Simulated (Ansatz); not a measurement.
**How far is PAW off for CdSe?**

```yaml
crystal:
  lattice:
    - [0.00000, 2.87396, 2.87396]
    - [2.87396, 0.00000, 2.87396]
    - [2.87396, 2.87396, 0.00000]
  atoms:
    - { symbol: Cd, position: [0.00000, 0.00000, 0.00000] }
    - { symbol: Se, position: [0.50000, 0.50000, 0.50000] }
```

Atoms are numbered in the order listed.

The conventional cell has a = 5.748 Å, b = 5.748 Å, c = 5.748 Å, α = 90.00°, β = 90.00°, γ = 90.00°. Around Cd (atom 1) lie 6 Se at 2.87 Å. Se (atom 2) has 6 Cd at 2.87 Å as nearest neighbours.

The cell is the one relaxed in the Materials Project (mp-1055), not relaxed further here; entries there can be hypothetical.

Methods: DFT, PBEsol, PAW with Ansatz's default frozen-core files, scalar-relativistic (Ansatz 0.2.0); DFT, PBEsol, all-electron PAW with datasets made for the crystal, scalar-relativistic (Ansatz 0.2.0); DFT, PBEsol, all-electron LAPW, scalar-relativistic (Ansatz 0.2.0).

For PAW: a Γ-centred 11×11×11 k mesh, Fermi–Dirac smearing of 0.05 eV, cutoff 420 eV, no spin polarisation; the PAW files were made with PBE, and the program remakes their frozen cores for this functional. The crystal-made all-electron datasets (AE datasets) take a cutoff of 260 eV at this cell. LAPW targets a basis error of 0.5 meV/atom. The Ansatz runs share mesh, smearing and spin set-up. Plane-wave (PAW) pressures include the program's estimate of the Pulay term.

Stress and pressure are positive in compression.

Levels count from the Fermi level.

```json
{"quantity": "pressure (GPa)", "PAW": "-3.87", "AE datasets": "-3.86", "LAPW": "-3.86"}
{"quantity": "highest filled level at K (eV)", "PAW": "-1.444", "AE datasets": "-1.444", "LAPW": "-1.444"}
{"quantity": "lowest empty level at K (eV)", "PAW": "1.369", "AE datasets": "1.370", "LAPW": "1.370"}
{"quantity": "highest filled level at U (eV)", "PAW": "-1.444", "AE datasets": "-1.444", "LAPW": "-1.444"}
{"quantity": "lowest empty level at U (eV)", "PAW": "1.369", "AE datasets": "1.370", "LAPW": "1.370"}
{"quantity": "highest filled level at Γ (eV)", "PAW": "-0.067", "AE datasets": "-0.066", "LAPW": "-0.066"}
{"quantity": "lowest empty level at Γ (eV)", "PAW": "8.557", "AE datasets": "8.557", "LAPW": "8.557"}
```

PAW's pressure differs from the LAPW value by about 0.01 GPa or less. Datasets made for the crystal and LAPW share parts of one code, so their agreement isn't an independent check.
